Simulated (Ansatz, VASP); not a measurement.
**One calculation of Cd, two programs**

File INCAR:

```
SYSTEM = Cd
  PREC = Accurate
  ENCUT = 520
  EDIFF = 1E-6
  ISMEAR = -1
  SIGMA = 0.1
  LREAL = .False.
  LASPH = .True.
  NELM = 100
  ALGO = Normal
  ISIF = 2
  LWAVE = .False.
  LCHARG = .False.
  GGA = CA
  NBANDS = 12
```

KPOINTS

```
Automatic mesh
0
Gamma
  14 14 14
  0 0 0
```

File POSCAR:

```
Cd
1.0
    0.0000000000      2.2357699379      2.2357699379
    2.2357699379      0.0000000000      2.2357699379
    2.2357699379      2.2357699379      0.0000000000
Cd
1
Direct
    0.0000000000      0.0000000000      0.0000000000
```

Input for Ansatz:

```yaml
crystal:
  lattice:
    - [0.0, 2.2357699379, 2.2357699379]
    - [2.2357699379, 0.0, 2.2357699379]
    - [2.2357699379, 2.2357699379, 0.0]
  atoms:
    - { symbol: Cd, position: [0.0, 0.0, 0.0] }
hamiltonian:
  xc: lda
  pseudopotentials:
    kind: paw
    azcp:
      Cd: "pseudopotentials/Cd.paw.azcp"
basis:
  ecutwfc: 420
  fft_grid_basis: typed
kpoints:
  mp_grid: { grid: [14, 14, 14], shift: [0, 0, 0] }
magnetization:
  spin_polarized: false
scf:
  occupations: { method: fermi_dirac, width: 0.1 }
  lower_state_search: "off"
output:
  stress: true
```

Alike in both runs: task single point; functional LDA; k mesh 14 × 14 × 14; occupations fermi-dirac, width 0.1 eV; no spin polarisation.

```csv
,VASP,Ansatz
version,VASP 6.6.1,Ansatz 0.2.0
potentials or method,"VASP PAW LDA potentials, release 64 (Cd)","plane waves (420 eV) with PAW, scalar-relativistic"
plane-wave cutoff (eV),520,420
valence electrons in the cell,12,20
```

VASP gave:

* pressure (GPa): -5.4

Which values does Ansatz return?

Pressure (GPa): -5.8.

The two sets of potentials don't hold the same shells in valence. Ansatz warned: «pseudo_functional_mismatch».
